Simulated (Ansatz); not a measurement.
**What strain does to LiF (Fm-3m)**

LiF (started from an entry of an open crystallographic database), relaxed with r2SCAN in the plane-wave code Ansatz. The symmetry is Fm-3m (No. 225, cubic); a = 3.990 Å in the conventional setting, 7.94 Å³ an atom. Around Li lie 6 F at 1.99 Å; around F lie 6 Li at 1.99 Å.

The axes x, y and z are those of this cell:
```yaml
crystal:
  lattice:
    - [0.00000, 1.99487, 1.99487]
    - [1.99487, 0.00000, 1.99487]
    - [1.99487, 1.99487, 0.00000]
  atoms:
    - { symbol: Li, position: [0.00000, 0.00000, 0.00000] }
    - { symbol: F, position: [0.50000, 0.50000, 0.50000] }
```

Unstrained: PBE gives an indirect gap of 9.347 eV, from Γ–K (0.17 of the way from Γ) to Γ; the least direct gap is 9.348 eV at Γ. Least and direct gap differ so little that the kind isn't settled. r2SCAN gives a direct gap of 10.330 eV at Γ. HSE06 gives an indirect gap of 11.674 eV, from Γ–K (0.17 of the way from Γ) to Γ; the least direct gap is 11.675 eV at Γ. Least and direct gap differ so little that the kind isn't settled. Meshes: PBE 10×10×10, r2SCAN 10×10×10, HSE06 8×8×8. Strains are changes of length per length. After each strain the atoms were relaxed again with r2SCAN within the symmetry that the strain leaves, so tilts or polar shifts that break it weren't tested; points keep the names that they have in the unstrained zone. Spin-unpolarised throughout; all numbers are computed.

Changes of the least gap in eV (an overlap counts as a negative gap):

| strain | volume change (%) | space group | PBE | r2SCAN | HSE06 | energy rise, r2SCAN (meV/atom) |
| --- | --- | --- | --- | --- | --- | --- |
| epitaxial -5.29 % in the xy plane, free normal strain +4.20 % | -6.5 | I4/mmm | +0.496 | +0.517 | +0.518 | 26.8 |
| uniaxial +3.89 % along z | +3.9 | I4/mmm | -0.398 | -0.415 | -0.430 | 4.4 |

Epitaxial -5.29 % in the xy plane, free normal strain +4.20 %. HSE06: the gap goes from 11.674 to 12.192 eV (+0.518 eV); least and direct gap lie within 0.04 eV, so its kind isn't settled. Stress change with r2SCAN, compression positive: xx +11.47, yy +11.47, zz -0.02 GPa.

Uniaxial +3.89 % along z, other directions held. HSE06: the gap goes from 11.674 to 11.244 eV (-0.430 eV); least and direct gap lie within 0.04 eV, so its kind isn't settled. Stress change with r2SCAN, compression positive: xx -1.67, yy -1.67, zz -4.27 GPa.

Where an edge lies off the special points, it is a point of the mesh or the k point where a search put PBE's edge or least direct gap, reused for the other functionals, whose own edges may lie a little apart.

The meshes of the hybrids are coarse, so their gaps aren't converged to the digits shown.
